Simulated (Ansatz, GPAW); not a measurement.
## One calculation of TaN, 3 ways

```
Ta N
1.0
     0.00000    2.21132    2.21132
     2.21132    0.00000    2.21132
     2.21132    2.21132    0.00000
Ta N
1 1
Direct
  0.50000 0.50000 0.50000
  0.00000 0.00000 0.00000
```

The cell comes from a database or a generator and needn't be the stable form of this composition.

Alike in all runs: task band structure; functional BLYP; k mesh 10 × 10 × 10; occupations fermi-dirac, width 0.05 eV; no spin polarisation; no spin-orbit coupling. Pressure is positive in compression and, in plane waves, holds the error of the finite cutoff, which Ansatz's Pulay term estimates and takes out.

```json
{"program and potentials": "Ansatz, Ansatz PAW", "plane-wave cutoff (eV)": "420", "notes": "potentials made for PBE, which Ansatz adapts in part; Pulay term of +0.59 GPa included", "pressure (GPa)": "10.26"}
{"program and potentials": "Ansatz, all-electron LAPW, scalar-relativistic", "plane-wave cutoff (eV)": "-", "notes": "-", "pressure (GPa)": "10.39"}
{"program and potentials": "GPAW, PAW data sets generated for this functional", "plane-wave cutoff (eV)": "800", "notes": "-", "pressure (GPa)": "7.60"}
```

The pressure spans 7.60 (GPAW, PAW data sets generated for this functional) to 10.39 GPa (Ansatz, all-electron LAPW, scalar-relativistic), with all-electron results at 10.39. Some sets were made for another functional than the one run, which can shift their rows. The cell lies far from this level's equilibrium.

Differences between rows come from potentials, basis sets and numerical settings, since the functional is the same but for its coding. Runs on potential files found faulty are left out.

All three calculations put rocksalt TaN under compression, so BLYP favours a larger cell than the one given. This fits the functional's known tendency to underbind solids containing heavy transition metals, where its gradient correction and correlation part describe the dense, delocalised d-electron gas poorly. Strong Ta d–N p covalency, with metallic d bonding besides, makes the nitride very stiff, so even a pressure of this size probably corresponds to only a modest change in bond length.

The PAW value of 10.26 GPa lies close to the all-electron 10.39 GPa, whereas GPAW gives 7.60 GPa even though its data sets were generated for BLYP. Matching the functional therefore doesn't by itself secure an accurate stress; the treatment of the Ta semicore shells or the quality of the projectors may matter more here. The shared sign makes the preference for expansion a firmer result than its magnitude. Hydrostatic pressure alone can't show whether the rocksalt arrangement is stable against shear or against transformation to the hexagonal forms known for TaN.
